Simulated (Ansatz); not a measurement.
## Relaxation of SiO2

Method: DFT LDA, scalar-relativistic, plane waves, PAW (Ansatz 0.2.0). (420 eV cutoff, 10×10×10 k-mesh, Gaussian smearing of 0.02 eV, no spin polarisation)

What was changed: relaxed at 60 GPa.

Other phases may be more stable at this pressure.

Command:

```bash
ansatz run input.yaml --threads 1 --pin off --max-ram 2560MiB --backend cpu --events-out ev --progress --plain --runs-dir out
```

Input:

```yaml
crystal:
  lattice:
    - [-1.7629104914, 1.7629104914, 3.8428210975]
    - [1.7629104914, -1.7629104914, 3.8428210975]
    - [1.7629104914, 1.7629104914, -3.8428210975]
  atoms:
    - { symbol: Si, position: [0.0, 0.0, 0.0] }
    - { symbol: Si, position: [0.75, 0.25, 0.5] }
    - { symbol: O, position: [0.375, 0.3654448716, 0.4904448716] }
    - { symbol: O, position: [1.1154448716, 0.625, 0.9904448716] }
    - { symbol: O, position: [0.6345551284, 0.125, 0.0095551284] }
    - { symbol: O, position: [0.875, -0.1154448716, 0.5095551284] }
basis:
  ecutwfc: 420
kpoints:
  mp_grid: { grid: [10, 10, 10] }
hamiltonian:
  xc: lda
scf:
  occupations: { method: gaussian, width: 0.02 }
output:
  forces: true
  stress: true
  eigenvalues: true
relax:
  adjacent_minimum: "off"
  f_tol: 0.008
  max_steps: 50
  cell: { stress_tol: 0.08, p_target: 60.0 }
```

F is the free energy. Steps run on the plane waves of an earlier cell, but the last one, and at times one on the way, on a freshly chosen basis, so a repeated geometry can differ a little in energy. The relaxation lowers the enthalpy F + PV at the target pressure, so F itself can rise.

Steps:

```tsv
step	F − F(1) (eV)	largest force component (eV/Å)	V (Å³/atom)	P (GPa)
1	0.0000	1.650	7.962	63.47
2	0.6475	0.918	7.583	71.74
3	0.3048	0.150	7.716	57.03
4	0.3670	0.031	7.686	59.85
5	0.3695	0.007	7.684	59.88
6	0.3745	0.000	7.682	60.00
7	0.3840	0.000	7.682	59.62
8	0.4092	0.001	7.671	60.04
9	0.4100	0.001	7.671	60.02
```

Relaxed structure:

```
CELL_PARAMETERS angstrom
-1.71488 1.71488 3.91247
1.71488 -1.71488 3.91247
1.71488 1.71488 -3.91247
ATOMIC_POSITIONS crystal
Si 0.00000 0.00000 0.00000
Si 0.75000 0.25000 0.50000
O 0.37500 0.38500 0.51000
O 0.13500 0.62500 0.01000
O 0.61500 0.12500 0.99000
O 0.87500 0.86500 0.49000
```

It takes space group I-42d (No. 122, tetragonal). Conventional cell: a = 3.430 Å, b = 3.430 Å, c = 7.825 Å, α = 90.00°, β = 90.00°, γ = 90.00°. Si (site symmetry -4) has 4 O at 1.58 Å as nearest neighbours. O (site symmetry 2) has 2 Si at 1.58 Å as nearest neighbours.

The run converged. The run took 2 min on 1 thread of Arm Neoverse V1, on a shared host, peak memory 0.39 GiB.